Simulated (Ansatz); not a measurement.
Output of an Ansatz run (abridged):

```
WARN ansatz: RAYON_NUM_THREADS=1 ignored (pool sized by the plan → 1); use --threads N
Pseudopotentials: kind: paw
Pseudopotential: Li, paw, valence charge 3
Pseudopotential: I, paw, valence charge 17
Crystal: 2 atoms, lattice volume = 55.364 Å³
Basis set: ecut = 420.4159175005146 eV, 1067 PW (Γ), exchange–correlation on 60×60×60 points (8 copies of the dense FFT grid, shifted against one another)
Bands: 14, of which v1, the nominal top of the filled ones, is band 10 counted from 1 (9 counted from 0)
Symmetry: 48 space group operations
Space group: Fm-3m (ITA 225), of the structure as read, at distance tolerance 3.8e-5 Å
k-points: 20 of 343
Initial density: superposition of atomic densities (neutral atoms: chi_scale 0, normalization atom), corrected by the library's trained network
Initial wavefunctions: pseudopotential atomic-orbital guess
Eigensolver: davidson
Functional: x = pbe(κ = 0.804, μ = 0.2195149727645171), c = pbe(β = 0.06672455060314922)
SCF iter   1: F=—  HF=-7719.999352 eV  |F-HF|=—  |Δ(HF+E_count)|=         —  Δρ=5.37e-4  dr2=3.01e-4  ethr=1.77e-3  ⟨swp⟩=6.5  Hψ=1714  notcnv=0
all-band conjugate gradients solve this SCF's bands
preconditioner: auto → none
SCF iter   2: F=—  HF=-7719.998906 eV  |F-HF|=—  |Δ(HF+E_count)|=   4.46e-4  Δρ=5.50e-4  dr2=3.92e-4  ethr=1.51e-6  ⟨swp⟩=2.3  Hψ=623  notcnv=0
SCF iter   3: F=—  HF=-7719.998828 eV  |F-HF|=—  |Δ(HF+E_count)|=   7.81e-5  Δρ=2.59e-4  dr2=7.52e-5  ethr=1.51e-6  ⟨swp⟩=2.2  Hψ=342  notcnv=0
SCF iter   4: F=—  HF=-7719.998855 eV  |F-HF|=—  |Δ(HF+E_count)|=   2.71e-5  Δρ=1.11e-4  dr2=1.35e-5  ethr=3.76e-7  ⟨swp⟩=2.0  Hψ=367  notcnv=0
SCF iter   5: F=—  HF=-7719.998850 eV  |F-HF|=—  |Δ(HF+E_count)|=   5.40e-6  Δρ=3.10e-5  dr2=1.06e-6  ethr=6.76e-8  ⟨swp⟩=2.4  Hψ=389  notcnv=0
SCF iter   6: F=-7719.998849 eV  HF=-7719.998849 eV  |F-HF|=8.05e-8  |Δ(HF+E_count)|=   4.59e-7  Δρ=8.53e-6  dr2=8.89e-8  ethr=5.00e-10  ⟨swp⟩=4.0  Hψ=1414  notcnv=0
SCF 1 converged in 6 iterations: F = -7719.998849 eV  dr2 = 8.89e-8
SCF converged after 6 iterations
Free energy (F): -7719.998849 eV
Harris-Foulkes:  -7719.998849 eV  (|F-HF|=8.05e-8)
Internal energy: -7719.998849 eV  (E = F + TS)
E sigma→0 (E₀):  -7719.998849 eV
Fermi energy:    6.052912 eV
--- Per-component energies (eV) ---
  E_band       = -477.090403
  E_kinetic    = 210.023278
  E_local      = -2152.590425  (includes V_loc(G=0)·N_el)
  E_nonlocal   = -123.458099
  E_hartree    = 1081.044572
  E_xc         = -138.739183
  E_vxc        = -142.389082  (∫ρ·V_xc dr)
  E_paw        = -4838.073589  (= ΣΔE_a)
  E_vpaw       = -430.747996  (= ΣTr[D̂ρ^β])
  E_aug_tail   = -0.000083  (compensation charges beyond the density's cutoff)
  E_ewald      = -1758.205320
  E_smearing   = -0.000000  (= −TS)
  E_closure    = 0.000000  (closes the sum)
  Σ components = -7719.998849   (vs F -7719.998849, Δ=0.00e0)
--- Forces (eV/Å), atoms counted from 1 ---
  atom   1  Li    -0.00000000     0.00000000    -0.00000000
  atom   2  I      0.00000000     0.00000000     0.00000000
  max |Σ_I F_I| component: 3.17e-28 eV/Å
--- Stress (GPa, compression-positive) ---
       -0.287959      -0.000000       0.000000
       -0.000000      -0.287959      -0.000000
        0.000000      -0.000000      -0.287959
  P = ⅓ Tr σ = -0.2880 GPa (-2.880 kbar)
  The stress holds the Pulay correction. Without it, at fixed plane waves, as pw.x and ABINIT print it: P = -0.2998 GPa
--- Band table (eV; the first three rows and the last of 20) ---
  k-point 0: bands = ["-41.4943", "-39.5086", "-39.5086", "-39.5054", "-39.5054", "-39.5054", "-7.6936", "3.8805", "3.8805", "3.8805", "8.0774", "12.2085", "12.2085", "12.2085"]
  k-point 1: bands = ["-41.4942", "-39.5086", "-39.5086", "-39.5053", "-39.5053", "-39.5053", "-7.6092", "3.1283", "3.8257", "3.8257", "8.6691", "11.6254", "11.8865", "11.8865"]
  k-point 2: bands = ["-41.4941", "-39.5086", "-39.5086", "-39.5052", "-39.5051", "-39.5051", "-7.4055", "1.8981", "3.7121", "3.7121", "8.8267", "10.7962", "10.7962", "12.3470"]
  k-point 19: bands = ["-41.4941", "-39.5086", "-39.5085", "-39.5052", "-39.5050", "-39.5047", "-7.0214", "1.6544", "1.8374", "2.8401", "9.4869", "10.8765", "11.7105", "12.3578"]
```

The structure:

```
CELL_PARAMETERS angstrom
      0.00000     3.02505     3.02505
      3.02505     0.00000     3.02505
      3.02505     3.02505     0.00000
ATOMIC_POSITIONS crystal
  Li 0.00000 0.00000 0.00000
  I  0.50000 0.50000 0.50000
```

**Question.** What input produced this log?

**Answer.** Other spellings and defaults could give the same log, and not every line can be read from it. The input that was run (DFT, PBE, plane waves, default PAW files):

Ansatz 0.2 input:
```yaml
# LiI
crystal:
  lattice:
    - [0.000000, 3.025050, 3.025050]
    - [3.025050, 0.000000, 3.025050]
    - [3.025050, 3.025050, 0.000000]
  atoms:
    - { symbol: Li, position_ang: [0.000000, 0.000000, 0.000000] }
    - { symbol: I, position_ang: [3.025050, 3.025050, 3.025050] }
basis:
  ecutwfc: 30.9 Ry
kpoints:
  mp_grid:
    grid: [7, 7, 7]
hamiltonian:
  xc: pbe
  pseudopotentials:
    kind: paw
scf:
  occupations:
    method: fermi_dirac
    width: 0.0037 Ry
output:
  forces: true
  eigenvalues: true
  stress: true
```

The starting cell has typed, rounded lattice constants, without a prior relaxation at this level. Its lattice was rescaled by up to half a per cent. Spin-orbit coupling is off. Ansatz's pressure includes its estimate of the finite-basis (Pulay) stress.

Ansatz is a first-principles code.
